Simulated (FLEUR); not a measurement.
## WC (Qusongite): band structure with BLYP

WC (Qusongite):

```xyz
2
Lattice="2.9065 0.0000 0.0000 -1.4532 2.5171 0.0000 0.0000 0.0000 2.8366" Properties=species:S:1:pos:R:3 pbc="T T T"
W     0.0000    0.0000    0.0000
C     1.4533    0.8390    1.4183
```

```json
{"Program": "FLEUR MaX-R8.1 (later development tree)", "Task": "band structure", "Functional": "BLYP", "Potentials or basis": "all-electron", "Basis": "FLAPW", "Kmax": "4.9 1/bohr", "k mesh": "10 × 10 × 9", "Occupations": "fermi-dirac, width 0.05 eV", "Spin": "no spin polarisation", "Gmax": "15.2 1/bohr", "Muffin-tin radii": "W 2.38, C 1.47 bohr", "lmax": "W 10, C 8", "Local orbitals a species": "W 4, C 3", "Max iterations": "60", "Mixing factor": "0.05", "Mixer": "Anderson", "Mixer history": "15", "Density convergence": "1e-05 me/bohr^3"}
```

```json
{"Band gap along the path": "none (metal or under the smearing width)", "Valence electrons inside the program's atomic spheres": "W 25.75; C 2.40 (radii W 2.38, C 1.47 bohr)"}
```

Levels at the corners of the path, in eV from the Fermi level:
```tsv
point	band 13	band 14	band 15	band 16	band 17	band 18	band 19	band 20
Γ	-4.22	-3.32	-3.32	0.09	3.18	3.18	5.52	5.52
M	-6.85	-3.61	-3.47	-0.45	2.31	4.46	4.78	6.83
K	-6.44	-4.34	-3.46	0.64	0.91	2.04	3.23	9.05
Γ	-4.22	-3.32	-3.32	0.09	3.18	3.18	5.52	5.52
A	-8.46	-2.03	-2.03	-0.59	-0.59	3.55	4.53	4.53
L	-6.33	-4.29	-4.04	0.41	4.33	5.19	6.64	9.04
H	-7.07	-5.27	-1.53	-0.60	4.33	6.30	7.46	9.25
A	-8.46	-2.03	-2.03	-0.59	-0.59	3.55	4.53	4.53
L	-6.33	-4.29	-4.04	0.41	4.33	5.19	6.64	9.04
M	-6.85	-3.61	-3.47	-0.45	2.31	4.46	4.78	6.83
K	-6.44	-4.34	-3.46	0.64	0.91	2.04	3.23	9.05
H	-7.07	-5.27	-1.53	-0.60	4.33	6.30	7.46	9.25
```

Core levels (eV from the Fermi level):
| atom | levels |
| --- | --- |
| 1 W | 1s1/2 -69402.7, 2s1/2 -11966.7, 2p1/2 -11442.6, 2p3/2 -10089.3, 3s1/2 -2751.9, 3p1/2 -2518.7, 3p3/2 -2226.1, 4s1/2 -563.5, 3d3/2 -1833.8, 3d5/2 -1770.1, 4p1/2 -466.9, 4p3/2 -399.0, 4d3/2 -240.4, 4d5/2 -227.9 |
| 2 C | 1s1/2 -265.6 |

Run time: 73 s on 1 thread of Arm Neoverse V1, with other jobs on the host, peak memory 0.08 GiB.

Caveat: spin-orbit coupling is left out, which moves the levels of the heavy elements.
